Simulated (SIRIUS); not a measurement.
NiO in SIRIUS: convergence with empty bands

NiO:

```
CELL_PARAMETERS angstrom
0.00000 2.08590 2.08590
2.08590 0.00000 2.08590
2.08590 2.08590 0.00000
ATOMIC_POSITIONS crystal
Ni 0.00000 0.00000 0.00000
O 0.50000 0.50000 0.50000
```

* Program: SIRIUS 7.10.0
* Task: single point
* Functional: PBE
* Potentials or basis: PseudoDojo 0.5 PBE standard (scalar relativistic)
* Cutoff: 1333 eV
* Density cutoff: 5334 eV
* k mesh: 6 × 6 × 6
* Occupations: fermi-dirac, width 0.05 eV
* Spin: collinear spin, ferromagnetic start
* Starting moments: [1.0, 0.0] μB

These are the settings of the first run; the series varies empty bands, with any setting tied to it.

Hardware: 1 thread of Arm Neoverse V2, on a shared host.

```tsv
empty bands	energy less the tightest run, at zero smearing (meV/atom)	SCF cycles	CPU time (s)	peak memory (GiB)
1	0.00	27	37	0.26
2	0.00	26	37	0.27
3	0.00	26	40	0.27
4	0.00	25	41	0.27
6	0.00	22	40	0.27
10	0.00	23	51	0.28
16	0.00	21	61	0.28
```

Against the tightest run, the energy stays within 1 meV/atom from 1 on. The tightest run that finished is the yardstick and may itself not be fully converged.

Caveat, for the tightest run too: the k mesh is coarse (spacing up to 0.43 Å⁻¹), so the values aren't converged; the starting moments collapsed, and a magnetic state may lie lower.
